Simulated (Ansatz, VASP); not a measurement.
# TiB in VASP and in Ansatz

Contents of INCAR:

```
PREC = Accurate
ENCUT = 520
EDIFF = 1E-6
ISMEAR = -1
SIGMA = 0.05
LREAL = F
LASPH = T
NELM = 80
ALGO = Normal
ISIF = 2
LWAVE = F
LCHARG = F
GGA = CA
NBANDS = 14
```

Contents of KPOINTS:

```
Automatic mesh
0
Gamma
  13 13 13
```

The input POSCAR:

```
TiB
1.0
    0.0000000000      2.1010000000      2.0799900000
    2.1010000000      0.0000000000      2.0799900000
    2.1010000000      2.1010000000      0.0000000000
Ti B
1 1
Direct
    0.7500000000      0.7500000000      0.7500000000
    0.0000000000      0.0000000000      0.0000000000
```

Input for Ansatz:

```yaml
crystal:
  lattice:
    - [0.0, 2.101, 2.07999]
    - [2.101, 0.0, 2.07999]
    - [2.101, 2.101, 0.0]
  atoms:
    - { symbol: Ti, position: [0.75, 0.75, 0.75] }
    - { symbol: B, position: [0.0, 0.0, 0.0] }
kpoints:
  mp_grid: { grid: [13, 13, 13] }
  band_path:
    path:
      - [0.0, 0.0, 0.0]
      - [0.0, 0.5, 0.5]
      - [0.25, 0.75, 0.5]
      - [0.0, 0.5, 0.0]
      - [0.0, 0.0, 0.0]
      - [0.5, 0.5, 0.0]
      - [0.3775380063, 0.6224619937, 0.0]
      - [-0.3775380063, 0.3775380063, 0.0]
      - [0.0, 0.0, 0.0]
    npoints: 5
scf:
  occupations: { method: fermi_dirac, width: 0.05 }
hamiltonian:
  xc: lda
  pseudopotentials: { kind: all_electron, lapw: { basis_error: 0.00025 } }
output:
  forces: true
  stress: true
  eigenvalues: true
```

Change from the starting cell: zz strain of -1 %.

Alike in both runs: task single point; functional LDA; k mesh 13 × 13 × 13; occupations fermi-dirac, width 0.05 eV; no spin polarisation.

```csv
,VASP,Ansatz
version,VASP 6.6.1,Ansatz 0.2.0
potentials or method,"VASP PAW LDA potentials, release 64 (Ti_sv, B)","all-electron LAPW, scalar-relativistic"
plane-wave cutoff (eV),520,see its input
```

|  | VASP | Ansatz | Ansatz less VASP |
| --- | --- | --- | --- |
| pressure (GPa) | 109.7 | 109.8 | +0.06 |
| largest component of the traceless stress (GPa) | 1.51 | 1.53 | +0.016 |

Ansatz ran all-electron here, so the differences hold the error of VASP's frozen core and of both bases.

Caveats: the cell as given lies far from equilibrium; so large a pressure means that the cell lies far from this level's equilibrium, or that cutoff or potentials fall short (VASP).
